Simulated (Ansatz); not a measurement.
Working through a phonon calculation by linear response of TiPbO3, space group P4mm

Computed with the Ansatz DFT code, driven from Python.

Typed at the interpreter:
```pycon
>>> from pathlib import Path
>>> import warnings
>>> import ansatz as az
>>> import numpy as np
>>> XC = "pbesol"
>>> FILLING = "Fixed"
>>> KMESH = (6, 6, 4)
>>> warnings.simplefilter("ignore", az.DeckWarning)
>>> vectors = np.array([
...     [3.8992, 0.0, 0.0],
...     [0.0, 3.8992, 0.0],
...     [0.0, 0.0, 4.1499],
... ])
>>> cell = (
...     az.Lattice.of(vectors)
...     .atom("Ti", (0.5, 0.5, 0.5382))
...     .atom("Pb", (0.0, 0.0, 0.0))
...     .atom("O", (0.5, 0.5, 0.113))
...     .atom("O", (0.5, 0.0, 0.615))
...     .atom("O", (0.0, 0.5, 0.615))
... )
>>> [site.symbol for site in cell.resolved().sites]
['Ti', 'Pb', 'O', 'O', 'O']
>>> base = (
...     cell.calculation()
...     .functional(XC)
...     .occupations(FILLING)
...     .kpoints(*KMESH)
...     .phonons("dfpt", dielectric=True, lo_to_directions=[(1, 0, 0)])
... )
>>> done = base.run(runs_dir="runs")
RunWarning: field response: ε∞ stands inside a basis, on 8×8×8 points; the force constants stand on the 6×6×4 k-mesh, whose period is 9.96 times the interband length at k = (0.0000, 0.0000, -0.5000), direct gap 2.133 eV, under 14: take them and everything [...]
>>> ph = done.phonons
>>> print("Gamma modes (1/cm):", " ".join(f"{w:.1f}" for w in ph.gamma_omega_inv_cm))
Gamma modes (1/cm): 0.0 0.0 0.0 77.5 77.5 141.1 179.5 179.5 265.9 265.9 274.5 352.0 480.9 480.9 657.7
>>> print("in meV:", " ".join(f"{w * 0.1239842:.2f}" for w in ph.gamma_omega_inv_cm))
in meV: 0.00 0.00 0.00 9.61 9.61 17.50 22.26 22.26 32.96 32.96 34.03 43.65 59.62 59.62 81.54
>>> field = done.phonons_dielectric
>>> print("eps_inf diagonal:", np.round(np.diag(field.eps_inf), 3))
eps_inf diagonal: [7.37  7.37  6.815]
>>> for site, z in zip(done.lattice.sites, field.zstar_e):
...     print(f"Born charge {site.symbol:2s}", np.round(np.diag(z), 3) + 0.0)
...
Born charge Ti [6.145 6.145 5.252]
Born charge Pb [3.737 3.737 3.485]
Born charge O  [-2.095 -2.095 -4.485]
Born charge O  [-2.651 -5.137 -2.126]
Born charge O  [-5.137 -2.651 -2.126]
>>> rows = (Path(done.output_folder) / "results" / "optical_modes.tsv").read_text().splitlines()
>>> for line in rows:
...     if not line.startswith("#"):
...         print("  ".join(f"{float(v):.3f}" for v in line.split()[:8]))
...
0.000  0.000  0.000  77.488  2.000  37.099  0.804  -0.000
0.000  0.000  0.000  141.137  1.000  7.465  0.000  0.000
0.000  0.000  0.000  179.509  2.000  86.337  1.871  0.000
0.000  0.000  0.000  265.855  2.000  0.160  0.003  -0.000
0.000  0.000  0.000  274.479  1.000  0.000  0.000  -0.000
0.000  0.000  0.000  352.048  1.000  19.496  0.000  0.000
0.000  0.000  0.000  480.892  2.000  24.938  0.540  0.000
0.000  0.000  0.000  657.676  1.000  29.737  0.000  -0.000
1.000  0.000  0.000  77.488  1.000  18.549  0.000  -0.000
1.000  0.000  0.000  115.185  1.000  0.101  0.004  0.000
1.000  0.000  0.000  141.137  1.000  7.465  0.000  0.000
1.000  0.000  0.000  179.509  1.000  43.169  0.000  0.000
1.000  0.000  0.000  265.720  1.000  0.003  0.000  0.000
1.000  0.000  0.000  265.855  1.000  0.080  0.000  -0.000
1.000  0.000  0.000  274.479  1.000  0.000  0.000  -0.000
1.000  0.000  0.000  352.048  1.000  19.496  0.000  0.000
1.000  0.000  0.000  413.396  1.000  7.476  0.324  -0.000
1.000  0.000  0.000  480.892  1.000  12.469  0.000  0.000
1.000  0.000  0.000  652.722  1.000  66.687  2.891  -0.000
1.000  0.000  0.000  657.676  1.000  29.737  0.000  0.000
```

Caveats:
- Spin is left out of this run.
- The cell isn't relaxed first, so the values belong to this volume.
- Spin-orbit coupling, which matters for elements this heavy, is left out.
- The mesh doesn't settle the field response to the digits printed.
- The structure is a deposited one; some such entries were measured under pressure or heat, so a shift against it needn't be the functional's error alone.
- Warnings are shown shortened and without file and line.
- The structure is taken as given; imaginary modes can come from an unrelaxed or unstable start.
- The script silences the warnings on its input, which a real study should read.
- Run time: 4.7 min on 1 thread of Arm Neoverse V2 (shared host), peak memory 0.92 GiB.
